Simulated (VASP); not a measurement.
Runs of VASP 6.6.1 on Cs2AgBiBr6. The structure is cubic, space group Fm-3m (No. 225). The conventional cell has a = 11.232 Å, b = 11.232 Å, c = 11.232 Å, α = 90.00°, β = 90.00°, γ = 90.00°. Bi (site symmetry m-3m) has 6 Br at 2.81 Å as nearest neighbours. Around Cs (site symmetry -43m) lie 12 Br at 3.97 Å. Around Ag (site symmetry m-3m) lie 6 Br at 2.80 Å. Br (site symmetry 4mm) is surrounded by 1 Ag at 2.80 Å and 1 Bi at 2.81 Å. 

```csv
level,potentials or basis,k mesh,smearing,ladder,gap on the mesh (eV),pressure (GPa),relaxed volume (Å³/atom)
PBE+D3(BJ),"VASP PAW PBE potentials, release 64 (Bi_d, Cs_sv, Ag, Br)",4 × 4 × 4,gaussian 0.02 eV,gaps,1.25,0.0,36.11
LDA,"VASP PAW LDA potentials, release 64 (Bi_d, Cs_sv, Ag, Br)",3 × 3 × 3,fermi-dirac 0.05 eV,-,1.66,0.0,33.33
PBE,"VASP PAW PBE potentials, release 64 (Bi_d, Cs_sv, Ag, Br)",3 × 3 × 3,fermi-dirac 0.05 eV,-,1.90,0.0,37.80
PBEsol,"VASP PAW PBE potentials, release 64 (Bi_d, Cs_sv, Ag, Br)",3 × 3 × 3,fermi-dirac 0.05 eV,-,1.75,0.0,35.03
optB88-vdW,"VASP PAW PBE potentials, release 64 (Bi_d, Cs_sv, Ag, Br)",3 × 3 × 3,fermi-dirac 0.05 eV,-,(a),0.0,(b)
revPBE,"VASP PAW PBE potentials, release 64 (Bi_d, Cs_sv, Ag, Br)",3 × 3 × 3,fermi-dirac 0.05 eV,-,2.02,0.0,40.32
PBEsol+D4,"VASP PAW PBE potentials, release 64 (Bi_d, Cs_sv, Ag, Br)",3 × 3 × 3,fermi-dirac 0.05 eV,-,1.74,0.0,34.18
PBE,"VASP PAW PBE potentials, release 64 (Bi, Cs_sv, Ag, Br)",3 × 3 × 3,fermi-dirac 0.05 eV,-,1.90,0.0,37.75
```

Alike in all rows: task relaxation of cell and atoms; no spin polarisation; cell relaxed; cutoff (eV) 600.

**Question.** Fill in the values left out.

**Answer.** (a) 1.86; (b) 36.32.

Caveats: spin-orbit coupling is left out, which as a rule narrows the gap of such compounds by several tenths of an eV; an odd mesh through Γ misses points on the zone boundary, where band edges often lie (some runs); the PAW data sets were made with another functional, which shifts forces and pressure a little (some runs).

A k mesh can miss the band edges, and the runs leave out spin-orbit coupling on Ag, Bi, Br, Cs.

Not every run made on this cell is shown here.
